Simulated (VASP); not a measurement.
# CdSe (Fm-3m) in VASP: notebook

Runs on CdSe. Level: PBEsol. Tasks: relaxation of cell and atoms.

Everything below comes from runs of VASP 6.6.1. Logs are shortened: lines on timing, memory, paths and dates and some standing lists are left out, and cuts for length are marked.

### 1 The crystal as given

Symmetry: Fm-3m, No. 225, cubic system. Conventional cell: a = 5.410 Å, b = 5.410 Å, c = 5.410 Å, α = 90.00°, β = 90.00°, γ = 90.00°. Cd (site symmetry m-3m) has 6 Se at 2.71 Å as nearest neighbours. Around Se (site symmetry m-3m) lie 6 Cd at 2.71 Å.

Measurements of this composition are mostly on another form, of space group No. 186.

### 2 Relaxation of cell and atoms, PBEsol, target pressure 4.8 GPa, at which the enthalpy is minimised

File INCAR:

```
SYSTEM = CdSe
PREC     = Accurate       ! precision mode
ENCUT    = 520            ! plane-wave cutoff, eV
EDIFF    = 1E-7           ! SCF threshold, eV
ISMEAR   = 0              ! smearing method
SIGMA    = 0.1            ! smearing width, eV
LREAL    = .False.        ! projectors in reciprocal space
LASPH    = .True.         ! aspherical terms in the spheres
NELM     = 60             ! most SCF steps
ALGO     = Normal         ! electronic algorithm
ISIF     = 3              ! what is computed and relaxed
LWAVE    = .False.        ! write WAVECAR
LCHARG   = .False.        ! write CHGCAR
GGA      = PS             ! functional
IBRION   = 2              ! ionic algorithm
NSW      = 80             ! ionic steps
EDIFFG   = -0.002         ! ionic threshold
PSTRESS  = 48.0
```

File KPOINTS:

```
Automatic mesh
0
Gamma
  8 8 8
  0 0 0
```

File POSCAR:

```
CdSe                                    
1.0
    0.0000000000      2.7051281866      2.7051281866
    2.7051281866      0.0000000000      2.7051281866
    2.7051281866      2.7051281866      0.0000000000
  Cd              Se            
     1     1
Direct
     0.0000000000000000    0.0000000000000000    0.0000000000000000
     0.5000000000000000    0.5000000000000000    0.5000000000000000
```

Potentials or basis: VASP PAW PBE potentials, release 64 (Cd, Se).

The run is started by

```
$ cat potpaw_PBE.64/Cd/POTCAR potpaw_PBE.64/Se/POTCAR > POTCAR
$ mpirun -np 1 vasp_std > vasp.out
```

OUTCAR:

```text
SYSTEM = CdSe
   PREC = Accurate
   ENCUT = 520
   EDIFF = 1E-7
   ISMEAR = 0
   LREAL = .False.
   LASPH = .True.
   NELM = 60
   ISIF = 3
   GGA = PS
   IBRION = 2
   NSW = 80
   EDIFFG = -0.002
   PSTRESS = 48.0

 ion  position               nearest neighbor table
   1  0.000  0.000  0.000-   2 2.71   2 2.71   2 2.71   2 2.71   2 2.71   2 2.71
   2  0.500  0.500  0.500-   1 2.71   1 2.71   1 2.71   1 2.71   1 2.71   1 2.71

  LATTYP: Found a face centered cubic cell.
 ALAT       =     5.4102563732

  Lattice vectors:

 A1 = (   0.0000000000,   2.7051281866,   2.7051281866)
 A2 = (   2.7051281866,   0.0000000000,   2.7051281866)
 A3 = (   2.7051281866,   2.7051281866,   0.0000000000)

Analysis of symmetry for initial positions (statically):
=====================================================================
 Subroutine PRICEL returns:
 Original cell was already a primitive cell.

 Routine SETGRP: Setting up the symmetry group for a
 face centered cubic supercell.

 Subroutine GETGRP returns: Found 48 space group operations
 (whereof 48 operations were pure point group operations)
 out of a pool of 48 trial point group operations.

The static configuration has the point symmetry O_h .

Analysis of symmetry for dynamics (positions and initial velocities):
=====================================================================
 Subroutine PRICEL returns:
 Original cell was already a primitive cell.

 Routine SETGRP: Setting up the symmetry group for a
 face centered cubic supercell.

 Subroutine GETGRP returns: Found 48 space group operations
 (whereof 48 operations were pure point group operations)
 out of a pool of 48 trial point group operations.

The dynamic configuration has the point symmetry O_h .

 Subroutine INISYM returns: Found 48 space group operations
 (whereof 48 operations are pure point group operations),
 and found     1 'primitive' translations

----------------------------------------------------------------------------------------

                                     Primitive cell

  volume of cell :      39.5907

  direct lattice vectors                    reciprocal lattice vectors
     0.000000000  2.705128187  2.705128187    -0.184834124  0.184834124  0.184834124
     2.705128187  0.000000000  2.705128187     0.184834124 -0.184834124  0.184834124
     2.705128187  2.705128187  0.000000000     0.184834124  0.184834124 -0.184834124

  length of vectors
     3.825628969  3.825628969  3.825628969     0.320142095  0.320142095  0.320142095

  position of ions in fractional coordinates (direct lattice)
[... 113 lines left out ...]
  energy-cutoff  :      520.00
  volume of cell :       39.59
 maximum number of plane-waves:      1090
   NGX = 15   NGY = 15   NGZ = 15

--------------------------------------- Ionic step        1  -------------------------------------------

 number of electron      18.0000008 magnetization

 Free energy of the ion-electron system (eV)
  ---------------------------------------------------
  ext. energy  EPLUGINS =         0.00000000
  ---------------------------------------------------
  free energy    TOTEN  =        -5.81601431 eV

  energy without entropy =       -5.81428209  energy(sigma->0) =       -5.81514820

------------------------ aborting loop because EDIFF is reached ----------------------------------------

  FORCE on cell =-STRESS in cart. coord.  units (eV):
  Direction    XX          YY          ZZ          XY          YZ          ZX
  --------------------------------------------------------------------------------------
  -------------------------------------------------------------------------------------
  Total        2.9682199      2.9682199      2.9682199     -0.0000000      0.0000000     -0.0000000
  in kB      120.1193861    120.1193861    120.1193861     -0.0000000      0.0000000     -0.0000000
  external PRESSURE =      72.1193861 kB  Pullay stress =      48.0000000 kB
[... 97 lines left out ...]
  energy  without entropy=       -5.9536283414  energy(sigma->0) =       -5.95441175

  enthalpy is  TOTEN    =        -4.6872877169 eV   P V=        1.2679074506

[... ionic steps 4 to 15 ...]

--------------------------------------- Ionic step       16  -------------------------------------------

 number of electron      17.9999990 magnetization

------------------------ aborting loop because EDIFF is reached ----------------------------------------
[... 71 lines left out ...]
--------------------------------------- Ionic step       18  -------------------------------------------

 number of electron      17.9999990 magnetization

 Free energy of the ion-electron system (eV)
  ---------------------------------------------------
  ext. energy  EPLUGINS =         0.00000000
  ---------------------------------------------------
  free energy    TOTEN  =        -5.95461487 eV

  energy without entropy =       -5.95304758  energy(sigma->0) =       -5.95383122

 E-fermi :   3.3113     XC(G=0): -10.7467

 val. band max:        3.2214555801   @ k =  -0.2500   0.1250   0.0000
 cond. band min:       3.4756448597   @ k =   0.3750   0.3750   0.0000
 fundamental gap:      0.2541892796
 Fermi energy:         3.3113179510

 k-point     1 :       0.0000    0.0000    0.0000
  band No.  band energies     occupation
      1     -10.4655      2.00000
      2      -4.9379      2.00000
      3      -4.9379      2.00000
      4      -4.9175      2.00000
      5      -4.9175      2.00000
      6      -4.9175      2.00000
      7       2.4173      2.00000
      8       2.4173      2.00000
      9       2.4173      2.00000
     10       3.6726      0.00000
     11      11.8860      0.00000
     12      11.8860      0.00000
     13      11.8860      0.00000
[... 354 lines left out ...]
  band No.  band energies     occupation
      1      -9.2809      2.00000
      2      -5.1795      2.00000
      3      -5.0380      2.00000
      4      -4.9885      2.00000
      5      -4.7071      2.00000
      6      -4.6256      2.00000
      7      -1.9380      2.00000
      8       0.9804      2.00000
      9       1.9805      2.00000
     10       6.7599      0.00000
     11       7.7288      0.00000
     12      10.2797      0.00000
     13      11.4190      0.00000

 [... further k-points ...]

------------------------ aborting loop because EDIFF is reached ----------------------------------------

  FORCE on cell =-STRESS in cart. coord.  units (eV):
  Direction    XX          YY          ZZ          XY          YZ          ZX
  --------------------------------------------------------------------------------------
  -------------------------------------------------------------------------------------
  Total        1.2681385      1.2681385      1.2681385     -0.0000000      0.0000000      0.0000000
  in kB       48.0308373     48.0308373     48.0308373     -0.0000000      0.0000000      0.0000000
  external PRESSURE =       0.0308373 kB  Pullay stress =      48.0000000 kB
[... 21 lines left out ...]
  energy  without entropy=       -5.9530475753  energy(sigma->0) =       -5.95383122

  enthalpy is  TOTEN    =        -4.6872905762 eV   P V=        1.2673242971

 reached required accuracy - stopping structural energy minimisation
```

OSZICAR:

```text
N       E                     dE             d eps       ncg     rms          rms(c)
DAV:   1     0.108125345640E+03    0.10813E+03   -0.94620E+03   778   0.131E+03
DAV:   2    -0.236160620406E+01   -0.11049E+03   -0.10594E+03   859   0.298E+02
DAV:   3    -0.620923490692E+01   -0.38476E+01   -0.38365E+01   919   0.586E+01
[... 108 lines left out ...]
DAV:   1    -0.595462028550E+01    0.23082E-03   -0.11856E-04   849   0.151E-01    0.170E-02
DAV:   2    -0.595461515363E+01    0.51319E-05   -0.12332E-05   784   0.594E-02    0.647E-03
DAV:   3    -0.595461469221E+01    0.46141E-06   -0.13390E-06   804   0.145E-02    0.531E-03
DAV:   4    -0.595461482833E+01   -0.13612E-06   -0.10422E-07   417   0.299E-03    0.811E-04
DAV:   5    -0.595461487329E+01   -0.44963E-07   -0.16153E-08   377   0.195E-03
  18 F= -.46872906E+01 E0= -.46865069E+01  d E =-.745149E-05
```

CONTCAR:

```text
CdSe
   1.00000000000000
    -0.0000000000000000    2.7655129949246104    2.7655129949246109
     2.7655129949246109   -0.0000000000000000    2.7655129949246109
     2.7655129949246109    2.7655129949246104   -0.0000000000000001
  Cd              Se
     1     1
Direct
     0.0000000000000000    0.0000000000000000    0.0000000000000000
     0.5000000000000000    0.5000000000000000    0.5000000000000000

  0.00000000E+00  0.00000000E+00  0.00000000E+00
  0.00000000E+00  0.00000000E+00  0.00000000E+00
```

Wall time 45 s (1 thread of Intel Xeon 6975P-C (Granite Rapids), shared host); peak memory 0.17 GiB.

Results:

* Free energy: -5.9546 eV
* Relaxed volume: 21.15 Å³/atom
* Relaxed cell: a = 3.911 Å, b = 3.911 Å, c = 3.911 Å, α = 60.00°, β = 60.00°, γ = 60.00°
* Space group after relaxing (to 0.05 Å): Fm-3m (No. 225)
* Energy change on relaxing (the enthalpy is what falls): -69.3 meV/atom
* Ionic steps: 18
* Pressure after relaxing: 4.8 GPa
* Band gap on the k mesh: none (metal or under the smearing width)

Step by step:
```csv
step,energy change (eV),largest force (eV/Å),pressure (GPa),volume (Å³)
1,0.0000,0.0000,12.01,39.59
2,-0.1744,0.0000,-0.14,44.92
3,-0.1392,0.0000,4.76,42.32
4,-0.1375,0.0000,4.88,42.27
5,-0.1375,0.0000,4.89,42.27
6,-0.1376,0.0000,4.88,42.27
7,-0.1376,0.0000,4.88,42.27
8,-0.1376,0.0000,4.88,42.27
9,-0.1376,0.0000,4.88,42.27
10,-0.1376,0.0000,4.88,42.27
11,-0.1376,0.0000,4.88,42.27
12,-0.1376,0.0000,4.88,42.27
13,-0.1377,0.0000,4.87,42.27
14,-0.1377,0.0000,4.86,42.27
15,-0.1379,0.0000,4.85,42.28
16,-0.1382,0.0000,4.83,42.29
17,-0.1388,0.0000,4.78,42.31
18,-0.1386,0.0000,4.80,42.30
```

Final structure:
```
CELL_PARAMETERS angstrom
0.00000 2.76551 2.76551
2.76551 0.00000 2.76551
2.76551 2.76551 0.00000
ATOMIC_POSITIONS crystal
Cd 0.00000 0.00000 0.00000
Se 0.50000 0.50000 0.50000
```

Caveat: the cell is relaxed towards a set pressure, so the enthalpy falls and the energy may rise; the PAW data sets were made with another functional, which shifts forces and pressure a little.

### 3 Relaxation of cell and atoms, PBEsol, target pressure 4.8 GPa, at which the enthalpy is minimised

This run uses another cell than the first one, of 21.15 Å³/atom, 1.068 times its volume.

INCAR is that of step 2.

KPOINTS is that of step 2.

File POSCAR:

```
CdSe                                    
1.0
   -0.0000000000      2.7655129949      2.7655129949
    2.7655129949     -0.0000000000      2.7655129949
    2.7655129949      2.7655129949     -0.0000000000
  Cd              Se            
     1     1
Direct
     0.0000000000000000    0.0000000000000000    0.0000000000000000
     0.5000000000000000    0.5000000000000000    0.5000000000000000
```

Potentials or basis: VASP PAW PBE potentials, release 64 (Cd, Se).

The run is started by

```
$ cat potpaw_PBE.64/Cd/POTCAR potpaw_PBE.64/Se/POTCAR > POTCAR
$ mpirun -np 1 vasp_std > vasp.out
```

It took 8.9 s on 1 thread of Intel Xeon 6975P-C (Granite Rapids), shared host; peak memory 0.17 GiB.

Results (log left out):

| Item | Value |
| --- | --- |
| Free energy | -5.9548 eV |
| Pressure after relaxing | 4.8 GPa |
| Band gap on the k mesh | none (metal or under the smearing width) |

Final structure:
```
CELL_PARAMETERS angstrom
0.00000 2.76551 2.76551
2.76551 0.00000 2.76551
2.76551 2.76551 0.00000
ATOMIC_POSITIONS crystal
Cd 0.00000 0.00000 0.00000
Se 0.50000 0.50000 0.50000
```

Levels at points of the mesh, in eV from the Fermi level:
```
           k point  band 6  band 7  band 8  band 9  band 10  band 11  band 12  band 13
(0.00, 0.00, 0.00)   -8.23   -0.89   -0.89   -0.89     0.36     8.57     8.57     8.57
(0.50, 0.00, 0.00)   -8.03   -5.65   -0.10   -0.10     2.72     5.04     5.04     6.68
(0.50, 0.50, 0.00)   -7.28   -5.00   -2.62   -2.62    -0.67     5.10    10.36    10.97
```

Caveat: the relaxation stopped at its first step, so nothing moved; the cell is relaxed towards a set pressure, so the enthalpy falls and the energy may rise; the PAW data sets were made with another functional, which shifts forces and pressure a little.
